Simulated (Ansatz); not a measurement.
# ZrS2: the cost of one run

All numbers below are computed with Ansatz 0.2.0 (DFT, plane waves, PAW, no spin polarisation).

## (1) The system as given

The cell holds 12 atoms (S8Zr4): a = 7.349 Å, b = 7.349 Å, c = 5.857 Å, α = 90.00°, β = 90.00°, γ = 120.00°.

As a file:

```xyz
12
Lattice="7.3487 0.0000 0.0000 -3.6744 6.3642 0.0000 0.0000 0.0000 5.8571" Properties=species:S:1:pos:R:3 pbc="T T T"
Zr    0.0000    0.0000    0.0000
S     1.8372    1.0607    4.4149
S     0.0000    2.1214    1.4422
Zr   -1.8372    3.1821    0.0000
S     0.0000    4.2428    4.4149
S    -1.8372    5.3035    1.4422
Zr    3.6744    0.0000    0.0000
S     5.5115    1.0607    4.4149
S     3.6744    2.1214    1.4422
Zr    1.8372    3.1821    0.0000
S     3.6744    4.2428    4.4149
S     1.8372    5.3035    1.4422
```

## (2) Run 1: PBEsol

Input file input.yaml:

```yaml
crystal:
  lattice:
    - [7.3487238498, 1.0e-10, 0.0]
    - [-3.6743619249, 6.3641815393, 0.0]
    - [0.0, 0.0, 5.8571358083]
  atoms:
    - { symbol: Zr, position: [0.0, 0.0, 0.0] }
    - { symbol: S, position: [0.3333333333, 0.1666666667, 0.7537648221] }
    - { symbol: S, position: [0.1666666667, 0.3333333333, 0.2462351779] }
    - { symbol: Zr, position: [0.0, 0.5, 0.0] }
    - { symbol: S, position: [0.3333333333, 0.6666666667, 0.7537648221] }
    - { symbol: S, position: [0.1666666667, 0.8333333333, 0.2462351779] }
    - { symbol: Zr, position: [0.5, 0.0, 0.0] }
    - { symbol: S, position: [0.8333333333, 0.1666666667, 0.7537648221] }
    - { symbol: S, position: [0.6666666667, 0.3333333333, 0.2462351779] }
    - { symbol: Zr, position: [0.5, 0.5, 0.0] }
    - { symbol: S, position: [0.8333333333, 0.6666666667, 0.7537648221] }
    - { symbol: S, position: [0.6666666667, 0.8333333333, 0.2462351779] }
kpoints:
  mp_grid: { grid: [3, 3, 2] }
hamiltonian:
  xc: pbesol
scf:
  occupations: { method: fermi_dirac, width: 0.052 }
md:
  ensemble: nvt_nose_hoover
  temperature: 600
  timestep: 2.0
  n_steps: 30
  initial_velocities: maxwell_boltzmann
  seed: 7706
```

Launch:

```console
$ ansatz run input.yaml --threads 4 --pin off --max-ram 5529MiB --backend cpu --events-out ev --progress --plain --runs-dir out
```

**Question.** How long does this run take on 4 threads of Arm Neoverse V2, shared host, and how much memory does it need?

About 61 s, with a peak of 0.75 GiB.
